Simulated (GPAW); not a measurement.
Crystal: AlN.

```
Al N
1.0
     0.00000    2.18399    2.18399
     2.18399    0.00000    2.18399
     2.18399    2.18399    0.00000
Al N
1 1
Direct
  0.00000 0.00000 0.00000
  0.25000 0.25000 0.25000
```

Measurements of this composition are mostly on another form, of space group No. 186.

Program: GPAW 26.7.0. Alike in all runs: task dielectric tensor; no spin polarisation; cell as given; k mesh 8 × 8 × 8; cutoff (eV) 550; smearing fermi-dirac 0.001 eV.

Q: Order these runs on this cell by their band gap on the k mesh, lowest first.
A. level AM05; potentials or basis PAW data sets generated in the run's folder for this functional, pw
B. level RPBE; potentials or basis the program's PAW data sets (release 1.2.1) made for this functional, pw
C. level GLLB-SC; potentials or basis the program's PAW data sets (release 1.2.1) made for this functional, pw

A: A (3.16 eV), B (3.32 eV), C (4.20 eV).

Caveats: the long-wavelength limit can be off by a per cent or two; a model potential gives levels but no total energy (some runs); response on these states lacks terms of the Hamiltonian (some runs).

A k mesh can miss the band edges.
